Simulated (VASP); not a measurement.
Br under changes of volume

One of the cells (39.201 Å³/atom); the others are scaled copies at fixed shape and fractional positions:

```
Br
1.0
     4.21747   -2.13474    0.00000
     4.21747    2.13474    0.00000
     0.00000    0.00000    8.70828
Br
4
Direct
  0.35760 0.64240 0.38177
  0.14240 0.85760 0.88177
  0.64240 0.35760 0.61823
  0.85760 0.14240 0.11823
```

```yaml
Program: VASP 6.6.1
Functional: PBE
Potentials_or_basis: VASP PAW PBE potentials, release 64 (Br)
Cutoff: 520 eV
k_mesh: 6 × 6 × 4
Occupations: gaussian, width 0.02 eV
Spin: no spin polarisation
```

```tsv
volume (Å³/atom)	energy over the lowest point (meV/atom)	pressure (GPa)	gap on the mesh (eV)	largest force (eV/Å)
37.633	5.18	1.1	1.48	0.307
38.417	?	?	?	?
39.201	0.00	0.0	1.37	0.007
39.985	0.98	-0.4	1.32	0.134
40.769	3.99	-0.8	1.27	0.260
```

Task: What does the run at 38.417 Å³/atom give?

Result: Energy over the lowest point 1.31 meV/atom; pressure 0.5 GPa; gap on the mesh 1.42 eV; largest force 0.149 eV/Å.

Worked out: A Birch-Murnaghan fit of order 2 (a polynomial in V^(-2/3)) to the other rows has its minimum at 39.25 Å³/atom with B0 = V·E''(V) = 23 GPa at fixed shape and positions, which overstates the stiffness. It gives 1.33 meV/atom at 38.417 Å³/atom, against the run's 1.31, and -dE/dV = 0.5 GPa, against 0.5. A straight line through the other rows of the gap, of slope -2.62 eV per unit of ln V (its deformation potential), gives 1.42 eV, against the run's 1.42.

Energies are extrapolated to zero smearing.

A mesh can miss the band edges. Spin-orbit coupling on Br is left out.
